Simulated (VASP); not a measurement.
**A VASP 6.6.1 single-point calculation on MgS**

INCAR

```
GGA = PS
LREAL = .FALSE.
EDIFF = 1E-7
IVDW = 12
LWAVE = .FALSE.
LASPH = .TRUE.
IBRION = -1
SIGMA = 0.01
PREC = Accurate
NBANDS = 11
ISIF = 2
ISMEAR = 0
LCHARG = .FALSE.
NSW = 0
ENCUT = 520
NELM = 120
```

KPOINTS

```
KPOINTS created by Atomic Simulation Environment
0
Gamma
8 8 8
0 0 0
```

POSCAR

```
Mg S
 1.0000000000000000
     0.0000000000000000    2.6015179371121850    2.6015179371121850
     2.6015179371121850   -0.0000000000000000    2.6015179371121850
     2.6015179371121850    2.6015179371121850   -0.0000000000000000
 Mg  S
   1   1
Cartesian
 -0.0000000000000000 -0.0000000000000000  0.0000000000000000
  2.6015179371121850  2.6015179371121850  2.6015179371121850
```

The recommended PBE PAW datasets give the neutral cell 8 valence electrons.

Command

```
mpirun -np 1 vasp_std
```

OSZICAR

```
N       E                     dE             d eps       ncg     rms          rms(c)
DAV:   1     0.200861225495E+02    0.20086E+02   -0.35480E+03   678   0.590E+02
DAV:   2    -0.813279871227E+01   -0.28219E+02   -0.26894E+02   802   0.100E+02
DAV:   3    -0.943653760428E+01   -0.13037E+01   -0.13020E+01   774   0.225E+01
DAV:   4    -0.944394922865E+01   -0.74116E-02   -0.74113E-02   784   0.205E+00
DAV:   5    -0.944400965586E+01   -0.60427E-04   -0.60427E-04   772   0.174E-01    0.411E+00
DAV:   6    -0.911720205042E+01    0.32681E+00   -0.69386E-01   736   0.323E+00    0.310E+00
DAV:   7    -0.907630999280E+01    0.40892E-01   -0.18340E-01   757   0.180E+00    0.192E+00
DAV:   8    -0.907360259765E+01    0.27074E-02   -0.10271E-02   707   0.584E-01    0.724E-01
DAV:   9    -0.907339666219E+01    0.20594E-03   -0.48479E-04   722   0.123E-01    0.315E-01
DAV:  10    -0.907338898456E+01    0.76776E-05   -0.17119E-04   737   0.575E-02    0.315E-02
DAV:  11    -0.907338768834E+01    0.12962E-05   -0.39366E-06   758   0.103E-02    0.179E-02
DAV:  12    -0.907338744903E+01    0.23930E-06   -0.45910E-07   739   0.372E-03    0.559E-04
DAV:  13    -0.907338742825E+01    0.20783E-07   -0.18406E-08   424   0.621E-04
   1 F= -.96747502E+01 E0= -.96747502E+01  d E =-.224692E-25
```

Standard output (part)

```
POSCAR found type information on POSCAR MgS
 POSCAR found :  2 types and       2 ions
 LDA part: xc-table for (Slater+PW92), standard interpolation
 POSCAR, INCAR and KPOINTS ok, starting setup
 WAVECAR not read
 entering main loop
```

From OUTCAR

```
k-points           NKPTS =     29   k-points in BZ     NKDIM =     29   number of bands    NBANDS=     11

   NELECT =       8.0000    total number of electrons

   dimension x,y,z NGX =    28 NGY =   28 NGZ =   28
   dimension x,y,z NGXF=    56 NGYF=   56 NGZF=   56

  energy-cutoff  :      520.00
  volume of cell :       35.21
      direct lattice vectors                 reciprocal lattice vectors
     0.000000000  2.601517937  2.601517937    -0.192195484  0.192195484  0.192195484
     2.601517937  0.000000000  2.601517937     0.192195484 -0.192195484  0.192195484
     2.601517937  2.601517937  0.000000000     0.192195484  0.192195484 -0.192195484

 k-points in reciprocal lattice and weights: KPOINTS created by Atomic Simulation Env
   0.00000000  0.00000000  0.00000000       0.002
   0.12500000  0.00000000  0.00000000       0.016
   0.25000000  0.00000000  0.00000000       0.016
   0.37500000  0.00000000  0.00000000       0.016
   0.50000000  0.00000000  0.00000000       0.008
   0.12500000  0.12500000  0.00000000       0.012
   0.25000000  0.12500000  0.00000000       0.047
   0.37500000  0.12500000  0.00000000       0.047
   ...

 E-fermi :   3.7464

 k-point     1 :       0.0000    0.0000    0.0000
  band No.  band energies     occupation
      1      -9.0075      2.00000
      2       3.6765      2.00000
      3       3.6765      2.00000
      4       3.6765      2.00000
      5       7.2709      0.00000
      6      11.5307      0.00000
      7      11.5307      0.00000
      8      11.5307      0.00000
      9      13.9882      0.00000
     10      13.9882      0.00000
     11      15.9734      0.00000

 k-point     2 :       0.1250    0.0000    0.0000
  band No.  band energies     occupation
      1      -8.8547      2.00000
      2       2.6066      2.00000
      3       3.5735      2.00000
      4       3.5735      2.00000
      5       8.0820      0.00000
      6      11.2013      0.00000
      7      11.7827      0.00000
      8      11.7827      0.00000
      9      13.3345      0.00000
     10      13.3345      0.00000
     11      16.2430      0.00000

 k-point     3 :       0.2500    0.0000    0.0000
  band No.  band energies     occupation
      1      -8.4408      2.00000
      2       0.8268      2.00000
      3       3.3494      2.00000
      4       3.3494      2.00000
      5       8.5067      0.00000
      6      11.4160      0.00000
      7      11.4160      0.00000
      8      11.8895      0.00000
      9      13.8934      0.00000
     10      13.8934      0.00000
     11      15.4381      0.00000

 k-point     4 :       0.3750    0.0000    0.0000
  band No.  band energies     occupation
      1      -7.9340      2.00000
      2      -0.6325      2.00000
      3       3.1525      2.00000
      4       3.1525      2.00000
      5       8.2201      0.00000
      6      10.7503      0.00000
      7      10.7503      0.00000
      8      13.3906      0.00000
      9      15.1013      0.00000
     10      15.8615      0.00000
     11      15.8615      0.00000

 k-point     5 :       0.5000    0.0000    0.0000
  band No.  band energies     occupation
      1      -7.6814      2.00000
      2      -1.2186      2.00000
      3       3.0773      2.00000
      4       3.0773      2.00000
      5       8.0779      0.00000
      6      10.5032      0.00000
      7      10.5032      0.00000
      8      13.7454      0.00000
      9      15.6508      0.00000
     10      18.0690      0.00000
     11      18.0690      0.00000

 ...

  Total      -0.86325    -0.86325    -0.86325     0.00000    -0.00000     0.00000
  in kB     -39.27682   -39.27682   -39.27682     0.00000    -0.00000     0.00000
  external pressure =      -39.28 kB  Pullay stress =        0.00 kB

 POSITION                                       TOTAL-FORCE (eV/Angst)
 -----------------------------------------------------------------------------------
      0.00000      0.00000      0.00000        -0.000000     -0.000000      0.000000
      2.60152      2.60152      2.60152         0.000000      0.000000     -0.000000
 -----------------------------------------------------------------------------------
    total drift:                                0.000000      0.000000      0.000000

  FREE ENERGIE OF THE ION-ELECTRON SYSTEM (eV)
  ---------------------------------------------------
  free  energy   TOTEN  =        -9.6747502490 eV

  energy  without entropy=       -9.6747502490  energy(sigma->0) =       -9.67475025
```

It converged. Results: gap between bands v and c on the k mesh 2.70 eV; least direct gap on the k mesh 3.59 eV; pressure -3.9 GPa. Band v is the last that the valence electrons fill when counted band by band, and c is the next.

For comparison, a separate PBEsol run of the intended cell, on usual settings and not on those above, gives a gap of 2.70 eV on its mesh and a pressure of -1.1 GPa.

The run above took about 13 s on one core of a shared host (Intel Xeon Platinum 8488C) and held 0.15 GiB at most.
